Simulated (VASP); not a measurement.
# HfN in VASP: convergence with PREC

Input of the first run (PREC Low); the others differ in this setting and in those tied to it:

Contents of INCAR:

```
PREC = Low ; ENCUT = 500
EDIFF = 1E-6 ; ISMEAR = 0
SIGMA = 0.02 ; LREAL = False
LASPH = True ; NELM = 80
ALGO = Fast ; ISIF = 2
LWAVE = False ; LCHARG = False
GGA = PE
```

File KPOINTS:

```
Automatic mesh
0
Gamma
  7 7 7
```

The input POSCAR:

```
HfN
1.0
    0.0000000000      2.4548220000      2.4548220000
    2.4548220000      0.0000000000      2.4548220000
    2.4548220000      2.4548220000      0.0000000000
Hf N
1 1
Direct
    0.0046830000     -0.0010530000     -0.0003080000
    0.2482380000      0.2511710000      0.2494580000
```

Potentials or basis: VASP PAW PBE potentials, release 64 (Hf, N).

Command:

```bash
$ cat potpaw_PBE.64/Hf/POTCAR potpaw_PBE.64/N/POTCAR > POTCAR
$ mpirun -np 1 vasp_std > vasp.out
```

The cell isn't the ideal one: atoms moved at random, drawn with an rms of 0.02 Å.

The cell comes from a database or a generator and needn't be the stable form of this composition.

Hardware: 1 thread of Intel(R) Xeon(R) 6975P-C (Granite Rapids), on a shared host.

```
    PREC  energy less the tightest run, at zero smearing (meV/atom)  SCF cycles  CPU time (s)  peak memory (GiB)
     Low                                                      -0.04          15            17               0.14
  Medium                                                      -0.03          15            15               0.14
  Single                                                      -0.04          15            32               0.15
  Normal                                                       0.01          15            12               0.15
    High                                                       0.00          15            26               0.16
Accurate                                                       0.00          15            34               0.19
```

Against the tightest run, the energy stays within 1 meV/atom from Low on. The tightest run that finished is the yardstick and may itself not be fully converged.

The run has no spin-orbit coupling, so splittings on Hf are missing.
